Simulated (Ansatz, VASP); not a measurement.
# One calculation of InAs, two programs

```
CELL_PARAMETERS angstrom
4.17087 0.00000 0.00000
-2.08544 3.61208 0.00000
0.00000 0.00000 9.13435
ATOMIC_POSITIONS crystal
In 0.00000 0.50000 0.16667
In 0.50000 0.50000 0.83333
In 0.50000 0.00000 0.50000
As 0.50000 0.50000 0.33333
As 0.50000 0.00000 0.00000
As 0.00000 0.50000 0.66667
```

Alike in both runs: task single point; functional PBE; k mesh 6 × 6 × 2; occupations gaussian, width 0.1 eV; no spin polarisation.

|  | VASP | Ansatz |
| --- | --- | --- |
| version | VASP 6.6.1 | Ansatz 0.2.0 |
| potentials or method | VASP PAW PBE potentials, release 64 (In_d, As) | scalar-relativistic, plane waves, PAW |
| plane-wave cutoff (eV) | 520 | 420 |
| valence electrons in the cell | 54 | 84 |

Ansatz gave:

| Item | Value |
| --- | --- |
| gap on the k mesh at the Fermi level (eV) | 0.39 |
| least direct gap on the mesh (eV) | 0.67 |
| pressure (GPa) | 11.0 |
| largest component of the traceless stress (GPa) | 0.97 |

Q: What did VASP give for the same quantities?

A: gap on the k mesh at the Fermi level (eV): 0.39; least direct gap on the mesh (eV): 0.67; pressure (GPa): 11.1; largest component of the traceless stress (GPa): 0.96.

The functional is the same, so the differences come from potentials, cutoffs and numerics. The two sets of potentials don't hold the same shells in valence.

Caveats: spin-orbit coupling is left out, which moves the levels of the heavy elements.
